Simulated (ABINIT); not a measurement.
Here is an ABINIT 10.8.3 (patched build) calculation.

Contents of run.abi:

```
pp_dirpath "./"
pseudos "Si.upf"

acell 7.2401406968 7.240140697 11.9669212312
rprim
     1.0000000000     0.0000000000     0.0000000000
    -0.5000000000     0.8660254038     0.0000000000
     0.0000000000     0.0000000000     1.0000000000
ntypat 1
znucl 14
natom 4
typat 1 1 1 1
xcart
     1.9156587304     1.1060060835     5.9336066543
    -0.0000000002     2.2120121673     2.7672956542
     1.9156587304     1.1060060835     3.5653263460
    -0.0000000002     2.2120121673     0.3990153459 Angstrom

ecut 14.0

kptopt 1
ngkpt 6 6 3
nshiftk 1
shiftk 0.0 0.0 0.0

ixc 7

nband 12
occopt 3
tsmear 0.05 eV

nstep 100
tolvrs 1.0e-10

iomode 3
prtwf 0
prteig 0
prtebands 0
enunit 1
prtden 1
prtvha 1
prtvclmb 1
prtpot 1
prtelf 1
```

Potentials or basis: PseudoDojo NC SR LDA v0.4.1 standard.

Run with:

```sh
$ abinit run.abi > log 2>&1
```

Q: Estimate the pressure.

A: -2.4 GPa.

Q: What does it give for the largest force?

A: 0.020 eV/Å.

Q: Predict the band gap on the k mesh.

A: 0.32 eV, indirect (least direct gap 0.92 eV).

Forces on the atoms (eV/Å):
```
Si   0.000  0.000  0.020
Si   0.000  0.000  0.020
Si   0.000  0.000 -0.020
Si   0.000  0.000 -0.020
```

Caveat: an odd mesh through Γ misses points on the zone boundary, where band edges often lie. A hybrid or GW would open this gap; LDA tends to underestimate it.
